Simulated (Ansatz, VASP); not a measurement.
ZnO: VASP beside Ansatz

```
Zn O
1.0
     3.28797    0.00000    0.00000
    -1.64398    2.84746    0.00000
     0.00000    0.00000    7.13044
Zn O
2 2
Cartesian
  0.0000 0.0000 1.7826
  0.0000 0.0000 5.3478
  1.6440 0.9492 5.3478
  0.0000 1.8983 1.7826
```

Measurements of this composition are mostly on another form, of space group No. 186.

Alike in both runs: task single point; functional RPBE; k mesh 9 × 9 × 4; occupations gaussian, width 0.02 eV; no spin polarisation.

```csv
,VASP,Ansatz
version,VASP 6.6.1,Ansatz 0.2.0
potentials or method,"VASP PAW PBE potentials, release 54 (Zn, O)",Ansatz PAW
plane-wave cutoff (eV),520,420
valence electrons in the cell,36,36
```

VASP gave:

| Property | Result |
| --- | --- |
| gap on the k mesh at the Fermi level (eV) | 0.94 |
| least direct gap on the mesh (eV) | 0.94 |
| pressure (GPa) | 3.1 |
| largest component of the traceless stress (GPa) | 1.63 |

Task: Which values does Ansatz return?

Result: gap on the k mesh at the Fermi level (eV): 0.95; least direct gap on the mesh (eV): 0.95; pressure (GPa): 2.4; largest component of the traceless stress (GPa): 0.76.

Caveats: the PAW data sets were made with another functional, which shifts forces and pressure a little (VASP); an odd mesh through Γ misses points on the zone boundary, where band edges often lie (VASP); odd divisions of the mesh miss points on the zone boundary, where band edges often lie, so the gap on the mesh can be too wide (Ansatz); the pressure holds a Pulay correction of +0.4 GPa for the finite cutoff (Ansatz); the PAW data sets come from PBE, with cores solved anew for the run's functional, which leaves a small shift of forces and pressure (Ansatz).
